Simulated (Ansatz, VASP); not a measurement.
CsI in VASP and in Ansatz

```
CELL_PARAMETERS angstrom
4.53605 0.00000 0.00000
0.00000 4.53605 0.00000
0.00000 0.00000 4.53605
ATOMIC_POSITIONS crystal
Cs 0.00000 0.00000 0.00000
I 0.50000 0.50000 0.50000
```

Change from the starting cell: volume scaled by 0.98.

Alike in both runs: task single point; functional PBE; k mesh 6 × 6 × 6; occupations fermi-dirac, width 0.05 eV; no spin polarisation.

|  | VASP | Ansatz |
| --- | --- | --- |
| version | VASP 6.6.1 | Ansatz 0.2.0 |
| potentials or method | VASP PAW PBE potentials, release 64 (Cs_sv, I), cutoff 520 eV | all-electron LAPW, scalar-relativistic |

Ansatz gave:

| Quantity | Value |
| --- | --- |
| gap on the k mesh at the Fermi level (eV) | 3.96 |
| least direct gap on the mesh (eV) | 4.04 |
| pressure (GPa) | 1.0 |

Q: Estimate VASP's values.

A: gap on the k mesh at the Fermi level (eV): 3.94; least direct gap on the mesh (eV): 4.03; pressure (GPa): 1.1.

Ansatz ran all-electron here, so the differences hold the error of VASP's frozen core and of both bases.

Caveats: spin-orbit coupling is left out, which moves the levels of the heavy elements. A k mesh can miss the band edges.
